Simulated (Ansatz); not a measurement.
Crystal: TiSi2.

```
CELL_PARAMETERS angstrom
0.00000 4.11752 4.26290
2.38951 0.00000 4.26290
2.38951 4.11752 0.00000
ATOMIC_POSITIONS crystal
Ti 0.75000 0.75000 0.75000
Ti 0.50000 0.50000 0.50000
Si 0.41257 0.08743 0.41257
Si 0.08743 0.41257 0.08743
Si 0.16257 0.83743 0.16257
Si 0.83743 0.16257 0.83743
```

The cell is a database's computed one.

Base run:

```yaml
Program: Ansatz 0.2.0
Functional: PBEsol
Potentials_or_basis: Ansatz PAW
Cutoff: "420 eV (not typed: the program's choice for these potentials)"
k_mesh: 7 × 7 × 7
Occupations: fermi-dirac, width 0.05 eV
Spin: no spin polarisation
```

Its results: band gap on the k mesh none (metal or under the smearing width); pressure -2.0 GPa; largest force 0.048 eV/Å.

Question: After a change of settings the same cell gave: band gap on the k mesh none (metal or under the smearing width); pressure 4.0 GPa; largest force 0.011 eV/Å. Which change was it?
A. functional from PBEsol to LDA
B. functional from PBEsol to BLYP
C. functional from PBEsol to r2SCAN; cutoff from 420 eV (not typed: the program's choice for these potentials) to 500 eV (not typed: the program's choice for these potentials)
D. functional from PBEsol to revPBE

Answer: D.

revPBE binds less tightly than PBEsol, so the same cell stands under more pressure.

Caveats: the PAW data sets come from PBE, with cores solved anew for the run's functional, which leaves a small shift of forces and pressure; the density of states is complete only up to the lowest level of the last band computed.

Runs at the PBE level aren't shown here.
